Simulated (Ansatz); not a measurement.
**Lattice vibrations of NaI at Γ**

Theory: Ansatz, DFT PBE, scalar-relativistic, plane waves, PAW. Plane waves to 420 eV; Γ-centred k mesh 6×6×6; fixed occupations. No spin polarisation. Phonons by linear response, acoustic sum rule imposed.

The cell, relaxed at this level:
```
CELL_PARAMETERS angstrom
0.00000 3.26410 3.26410
3.26410 0.00000 3.26410
3.26410 3.26410 0.00000
ATOMIC_POSITIONS crystal
Na 0.00000 0.00000 0.00000
I 0.50000 0.50000 0.50000
```

Spin–orbit coupling is left out, which matters for heavy elements.

Optical modes at Γ (transverse, no macroscopic field); i marks an imaginary frequency:
```csv
frequency (cm⁻¹),degeneracy,IR intensity of the level ((D/Å)²/amu)
103,3,5.20
```

All 3 optical modes at Γ are real: no displacement of atoms at fixed cell lowers the energy to second order. Strains and modes at other wave vectors aren't tested by this run.

```
Electronic dielectric constant ε∞ (principal values) : 3.33
Static dielectric constant ε0 (principal values)     : 8.3
Refractive index √ε∞, mean                           : 1.83
Kohn–Sham gap on the mesh                            : 3.58 eV
Cost                                                 : 49 s on 1 thread of Intel(R) Xeon(R) Platinum 8259CL CPU @ 2.50GHz (Skylake/Cascade Lake), on a shared host, peak memory 0.54 GiB
```

Born effective charges (e):
| atom | Z*xx | Z*yy | Z*zz | mean |
| --- | --- | --- | --- | --- |
| Na (atom 1) | 1.21 | 1.21 | 1.21 | 1.21 |
| I (atom 2) | -1.21 | -1.21 | -1.21 | -1.21 |